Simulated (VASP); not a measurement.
Wanted: the native input for a VASP 6.6.1 run.

```yaml
Task: single point
Functional: PBEsol
Potentials_or_basis: VASP PAW PBE potentials, release 64 (Ba_sv, S)
Cutoff: 520 eV
k_mesh: 8 × 8 × 8
Occupations: gaussian, width 0.05 eV
Spin: no spin polarisation
Dipole_correction: no
Further_INCAR_settings: ALGO = Normal; EDIFF = 1e-07; NBANDS = 15
```

The structure of BaS lies in POSCAR:

```
BaS
1.0
    0.0000000000      3.1663007200      3.0238171876
    3.1663007200      0.0000000000      3.0238171876
    3.1663007200      3.1663007200      0.0000000000
Ba S
1 1
Direct
    0.0000000000      0.0000000000      0.0000000000
    0.5000000000      0.5000000000      0.5000000000
```

Measurements of this composition are mostly on another form, of space group No. 225.

The cell isn't the ideal one: strain -0.0450 x Voigt [0, 0, 1, 0, 0, 0], atoms carried along.

One way to write it, as run:

INCAR

```
ALGO = Normal
EDIFF = 1E-7
ENCUT = 520
GGA = PS
ISIF = 2
ISMEAR = 0
LASPH = True
LCHARG = False
LREAL = False
LWAVE = False
NBANDS = 15
NELM = 80
PREC = Accurate
SIGMA = 0.05
```

KPOINTS

```
k-points
0
Gamma
  8 8 8
```

Potentials or basis: VASP PAW PBE potentials, release 64 (Ba_sv, S).

Command:

```console
$ cat potpaw_PBE.64/Ba_sv/POTCAR potpaw_PBE.64/S/POTCAR > POTCAR
$ mpirun -np 1 vasp_std > vasp.out
```

It gave:

| Quantity | Value |
| --- | --- |
| Pressure | 3.5 GPa |
| Band gap on the k mesh | 1.66 eV, indirect (least direct gap 1.77 eV) |

Caveat: the PAW data sets were made with another functional, which shifts forces and pressure a little; spin-orbit coupling is left out, which moves the levels of the heavy elements.

Wall time 24 s on 1 thread of Intel(R) Xeon(R) 6975P-C (Granite Rapids), with other jobs on the host, peak memory 0.22 GiB.
